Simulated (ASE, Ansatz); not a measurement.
## Twisted 1T-TiS2 bilayer, 27.80 deg (234 atoms): from recipe to cell

The cell is an input for a DFT calculation. Recipe: 1T-TiS2 (a = 3.41 Å) under 1T-TiS2 (a = 3.41 Å), bilayer, commensurate cell of 39 unit cells a layer, twist 27.80 deg; facing planes 3.14 Å apart; 12 Å of vacuum; layers as built, displaced by a Gaussian of 0.01 Å.

Q: How is this cell built with ASE?

build.py (ASE 3.29.0):

```python
import numpy as np
from ase import Atoms
from ase.build import make_supercell

u1 = Atoms(['Ti', 'S', 'S'], cell=[3.41, 3.41, 1, 90, 90, 120], pbc=True,
          scaled_positions=[[0/3, 0/3, 0], [1/3, 2/3, 1.43], [2/3, 1/3, -1.43]])  # z in A
cell = [21.2954, 21.2954, 120]  # common in-plane cell: a, b, gamma
layers = [(u1, [[7, 2], [-2, 5]], [0, 0], 1),
          (u1, [[7, 5], [-5, 2]], [0.867, 0.029], 1)]
gaps = [3.14, 12]
atoms, top = Atoms(), 0.0
for k, (u, M, shift, flip) in enumerate(layers):
    s = make_supercell(u, [M[0] + [0], M[1] + [0], [0, 0, 1]], wrap=False)
    z = flip * s.positions[:, 2]; f = s.get_scaled_positions(wrap=False)
    s.set_cell([cell[0], cell[1], 1, 90, 90, cell[2]]); s.set_scaled_positions(np.c_[f[:, :2] + shift, z - z.min() + top]); s.set_tags(k)
    top = s.positions[:, 2].max() + gaps[k]; atoms += s
atoms.set_cell([cell[0], cell[1], top, 90, 90, cell[2]]); atoms.pbc = True
atoms.center(axis=2)
atoms.rattle(0.01, seed=60152)
atoms.wrap()
atoms.write('structure.xyz')
print(atoms.get_chemical_formula(), len(atoms), 'atoms; cell', atoms.cell.cellpar().round(3))
```

```console
$ python build.py
S156Ti78 234 atoms; cell [ 21.295  21.295  20.86   90.     90.    120.   ]
```

The cell holds 234 atoms: 78 Ti and 156 S. Cell: a = 21.295 Å, b = 21.295 Å, c = 20.860 Å, α = 90.0°, β = 90.0°, γ = 120.0°. It derives from TiS2 (1T-TiS2). Regions: layer 1, 117 atoms (39 Ti and 78 S); layer 2, 117 atoms (39 Ti and 78 S). Vacuum lies along c.

Bonds by pair of elements; cutoffs follow the first minimum of g(r), held within bounds set by covalent radii, and pairs that aren't listed don't count as bonded:

```
pair A-B  cutoff (Å)  bonds  mean length (Å)  spread (Å)  shortest (Å)  B about A  A about B
    S-Ti         3.1    468             2.43       0.014          2.40          3          6
```

How many atoms have how many bonded neighbours:

```
element  mean    3   6
      S     3  156   0
     Ti     6    0  78
```

[Logs are printed without paths, hosts, clocks, repeated set-up lines and the standing remarks that a program may print on its own settings, such as how far it seeks lower states.]

[Hosts, paths, dates, database ids (printed as entryN), source tags and the programs' standing remarks are cut or masked in the printed files.]
